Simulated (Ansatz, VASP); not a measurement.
# Two plane-wave programs on HgSe (mix)

```
CELL_PARAMETERS angstrom
0.00000 3.13013 3.13013
3.13013 0.00000 3.13013
3.13013 3.13013 0.00000
ATOMIC_POSITIONS crystal
Hg 0.00000 0.00000 0.00000
Se 0.25000 0.25000 0.25000
```

Alike in both runs: functional PBE; k mesh 12 × 12 × 12; occupations gaussian, width 0.1 eV; no spin polarisation.

Ansatz relaxed the structure, and its values are those at the end. VASP's run is a single point on that final structure, the one shown.

```csv
,VASP,Ansatz
version,VASP 6.6.1,Ansatz 0.2.0
potentials or method,"VASP PAW PBE potentials, release 64 (Hg, Se)","scalar-relativistic, plane waves, PAW"
plane-wave cutoff (eV),520,420
valence electrons in the cell,18,36
```

VASP gave:

- gap on the k mesh at the Fermi level (eV): none
- pressure (GPa): 0.2

**Question.** Estimate Ansatz's values.

**Answer.** gap on the k mesh at the Fermi level (eV): none; pressure (GPa): 0.0.

A gap of «none» marks a metal or a gap that the smearing closes. The two sets of potentials don't hold the same shells in valence.

The runs have no spin-orbit coupling, so splittings on Hg are missing.
